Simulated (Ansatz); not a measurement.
# InSe: properties at the relaxed cell

An exercise on one series of results from a longer session: the logs are not shown, and one member is left open.

Program: Ansatz 0.2.0. Level of theory: DFT PBEsol, scalar-relativistic, plane waves, PAW. These are calculated values, not measurements.

2 further runs of the same task are left out: 2 set aside as unsound or not needed.

## The system as given

It takes space group C2/m (No. 12, monoclinic). Conventional cell: a = 11.750 Å, b = 4.111 Å, c = 4.564 Å, α = 90.00°, β = 110.64°, γ = 90.00°. In (site symmetry m) is surrounded by 3 Se at 2.67 to 2.70 Å and 1 In at 2.79 Å. Se (site symmetry m) is surrounded by 3 In at 2.67 to 2.70 Å.

As a file:

```xyz
4
Lattice="5.8749 -2.0553 -0.0053 5.8749 2.0553 -0.0053 -1.6051 0.0000 4.2721" Properties=species:S:1:pos:R:3 pbc="T T T"
In   10.3614    0.0000    0.1147
In   -0.2167    0.0000    4.1468
Se    6.6696    0.0000    2.7165
Se    3.4751    0.0000    1.5450
```

This cell was relaxed beforehand with the same method: volume 25.78 Å³/atom, gap on the mesh 0.69 eV.

The first run:

Contents of input.yaml:

```yaml
crystal:
  lattice:
    - [5.8749264665, -2.0552742418, -0.0052954831]
    - [5.8749264665, 2.0552742418, -0.0052954831]
    - [-1.6051183035, 0.0, 4.2720905086]
  atoms:
    - { symbol: In, position: [0.8858026581, 0.8858026581, 0.0290539271] }
    - { symbol: In, position: [0.1141973419, 0.1141973419, 0.9709460729] }
    - { symbol: Se, position: [0.6547212193, 0.6547212193, 0.6374867682] }
    - { symbol: Se, position: [0.3452787807, 0.3452787807, 0.3625132318] }
basis:
  ecutwfc: 420
kpoints:
  mp_grid: { grid: [8, 8, 6] }
  band_path:
    path:
      - [[0.0, 0.0, 0.0], [-0.28493961, 0.28493961, 0.0]]
      - [[-0.71506039, -0.28493961, 0.0], [-0.5, -0.5, 0.0], [0.0, 0.0, 0.0], [-0.5, -0.5, 0.5], [-0.74677563, -0.25322437, 0.5]]
      - [[-0.25322437, 0.25322437, 0.5], [0.0, 0.0, 0.5], [0.0, 0.0, 0.0]]
      - [[-0.5, 0.0, 0.5], [0.0, 0.0, 0.0], [-0.5, 0.0, 0.0]]
    npoints: 14
hamiltonian:
  xc: pbesol
scf:
  occupations: { method: gaussian, width: 0.02 }
  n_extra_bands: 10
output:
  forces: true
  stress: true
  eigenvalues: true
  populations: true
  dos: { projected: true, de: 0.02, nscf_kmesh: { grid: [12, 12, 9] } }
  bader: true
  write_density: true
  write_potential: true
  elf: true
  volumetric_format: npy
```

The run is started by

```bash
> ansatz run input.yaml --threads 1 --pin off --max-ram 2560MiB --backend cpu --events-out ev --progress --plain --runs-dir out
```

Steps of the session up to this table: Electronic structure at the relaxed geometry; Band edges anywhere in the zone; Levels beside the edges; The cell scaled to 0.97 of its volume; Point at V/V0 = 1.03; Volume × 0.94; The cell scaled to 1.06 of its volume.

One table of the session follows, with a row left open; its other results are not shown here.

| volume (Å³/atom) | energy above the lowest point (meV/atom) | pressure (GPa) | gap on the mesh (eV) |
| --- | --- | --- | --- |
| 24.236 | 7.4 | 1.72 | 0.24 |
| 25.010 | ? | ? | ? |
| 25.783 | 0.0 | 0.00 | 0.69 |
| 26.557 | 1.3 | -0.51 | 0.86 |
| 27.330 | 4.6 | -0.84 | 0.96 |

Estimate the missing values for volume (Å³/atom) = 25.010.

Worked estimate for «energy above the lowest point (meV/atom)». A straight line through the neighbours (24.236, 7.4) and (25.783, 0.0) gives 7.4 + (0.0 − 7.4) × (25.010 − 24.236) / (25.783 − 24.236) = 3.7; a parabola fitted to 3 rows on both sides gives 2.0.

As computed: energy above the lowest point (meV/atom): 1.6; pressure (GPa): 0.74; gap on the mesh (eV): 0.48. In «energy above the lowest point (meV/atom)» the line misses by +2.1 and the parabola by +0.4.
